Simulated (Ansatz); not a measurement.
# C13O: the cost of one run

Method: DFT PBE, scalar-relativistic, plane waves, PAW, in Ansatz 0.2.0.

19 further runs of the same task are left out: 1 for a known fault of the program, 18 set aside as unsound or not needed. Runs told in other sessions of the task aren't counted.

## Step 1: The system as given

It takes space group P1 (No. 1, triclinic). The conventional cell has a = 4.933 Å, b = 8.522 Å, c = 22.942 Å, α = 90.00°, β = 90.00°, γ = 90.00°. C (site symmetry 1) is surrounded by 2 C at 1.42 Å. Around C (site symmetry 1) lie 3 C at 1.42 Å. C (site symmetry 1) is surrounded by 3 C at 1.42 to 1.49 Å. Only part of the 14 independent sites is listed.

As a file:

```cif
data_structure
_symmetry_space_group_name_H-M 'P1'
_symmetry_Int_Tables_number 1
_cell_length_a 4.9327
_cell_length_b 8.5223
_cell_length_c 22.9416
_cell_angle_alpha 90.000
_cell_angle_beta 90.000
_cell_angle_gamma 90.000
_cell_volume 964.42
loop_
_atom_site_label
_atom_site_type_symbol
_atom_site_symmetry_multiplicity
_atom_site_Wyckoff_symbol
_atom_site_fract_x
_atom_site_fract_y
_atom_site_fract_z
_atom_site_occupancy
C1 C 1 a 0.00000 0.00000 0.17436 1
C2 C 1 a 0.50000 0.00000 0.17436 1
C3 C 1 a 0.25000 0.00000 0.20539 1
C4 C 1 a 0.75000 0.00000 0.20539 1
C5 C 1 a 0.25000 0.00000 0.26746 1
C6 C 1 a 0.75000 0.00000 0.26746 1
C7 C 1 a 0.00000 0.00000 0.29771 1
C8 C 1 a 0.50000 0.00000 0.29771 1
C9 C 1 a 0.00000 0.00000 0.36262 1
C10 C 1 a 0.50000 0.00000 0.36262 1
C11 C 1 a 0.25000 0.00000 0.38975 1
C12 C 1 a 0.75000 0.00000 0.38975 1
C13 C 1 a 0.12500 0.92373 0.42463 1
O1 O 1 a 0.12500 0.07627 0.42463 1
```

This is the geometry of the first run shown, built on a cell relaxed beforehand with the same method.

## Step 2: The scan

Atoms count from 1 in the order of the input.

CO lies flat over one site of a rigid substrate while its bond length and height are varied.

First coordinate, distance C13-O14: 8 values from 1.040 to 2.941 Å. Second coordinate, height of the CO axis above the plane of C11: 8 values from 0.80 to 3.60 Å.

Nothing else is relaxed. Points are written as (first, second).

## Step 3: Point (1.300 Å, 0.80 Å)

The cell repeats along c, and a dipole correction in the vacuum removes the field between the copies.

input.yaml reads:

```yaml
crystal:
  lattice:
    - [4.9326910638, 0.0, 0.0]
    - [0.0, 8.5222964206, 0.0]
    - [0.0, 0.0, 22.9416054]
  atoms:
    - { symbol: C, position: [0.0, 0.0, 0.1743557144] }
    - { symbol: C, position: [0.5, 0.0, 0.1743557144] }
    - { symbol: C, position: [0.25, 0.0, 0.2053898385] }
    - { symbol: C, position: [0.75, 0.0, 0.2053898385] }
    - { symbol: C, position: [0.25, 0.0, 0.2674580867] }
    - { symbol: C, position: [0.75, 0.0, 0.2674580867] }
    - { symbol: C, position: [0.0, 0.0, 0.2977124358] }
    - { symbol: C, position: [0.5, 0.0, 0.2977124358] }
    - { symbol: C, position: [0.0, 0.0, 0.3626190224] }
    - { symbol: C, position: [0.5, 0.0, 0.3626190224] }
    - { symbol: C, position: [0.25, 0.0, 0.3897549994] }
    - { symbol: C, position: [0.75, 0.0, 0.3897549994] }
    - { symbol: C, position: [0.125, 0.9237294776, 0.4246261423] }
    - { symbol: O, position: [0.125, 1.0762705224, 0.4246261423] }
basis:
  ecutwfc: 420
kpoints:
  mp_grid: { grid: [6, 3, 1] }
hamiltonian:
  xc: pbe
  pseudopotentials: { kind: paw, azcp: { folder: soft_1 } }
scf:
  occupations: { method: gaussian, width: 0.1 }
output:
  forces: true
  eigenvalues: true
efield:
  axis: 3
  dipole_correction: true
  ramp_width: 0.04
```

The run is started by

```console
$ ansatz run input.yaml --threads 1 --pin off --max-ram 3072MiB --backend cpu --events-out ev --progress --plain --runs-dir out
```

Q: Estimate wall time and peak memory on 1 thread of AMD EPYC 9R45 (Zen 5), shared host.

About 15 s, with a peak of 0.93 GiB.
